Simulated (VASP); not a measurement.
BAs, 2 atoms in the cell. The structure is cubic, space group F-43m (No. 216). The conventional cell has a = 4.772 Å, b = 4.772 Å, c = 4.772 Å, α = 90.00°, β = 90.00°, γ = 90.00°. B (site symmetry -43m) is surrounded by 4 As at 2.07 Å. As (site symmetry -43m) is surrounded by 4 B at 2.07 Å. 

```yaml
Program: VASP 6.6.1
Task: relaxation of the atoms
Functional: PBE
Dispersion: D3(BJ)
Potentials_or_basis: VASP PAW PBE potentials, release 64 (B, As)
Cutoff: 600 eV
k_mesh: 10 × 10 × 10
Occupations: gaussian, width 0.03 eV
Spin: no spin polarisation
Further_INCAR_settings: ALGO = Normal; EDIFF = 1e-07; IBRION = 2; EDIFFG = -0.01; NSW = 40
```

Potentials or basis: VASP PAW PBE potentials, release 64 (B, As).

Launch:

```sh
$ cat potpaw_PBE.64/B/POTCAR potpaw_PBE.64/As/POTCAR > POTCAR
$ mpirun -np 1 vasp_std > vasp.out
```

Hardware: 1 thread of Intel(R) Xeon(R) 6975P-C (Granite Rapids) (shared host).

Question: How long does it take, and how much memory?

Answer: Wall time 6.4 s on 1 thread of Intel(R) Xeon(R) 6975P-C (Granite Rapids) (shared host), peak memory 0.17 GiB. Counts: scf iterations 13, k points 47, ion steps 1.
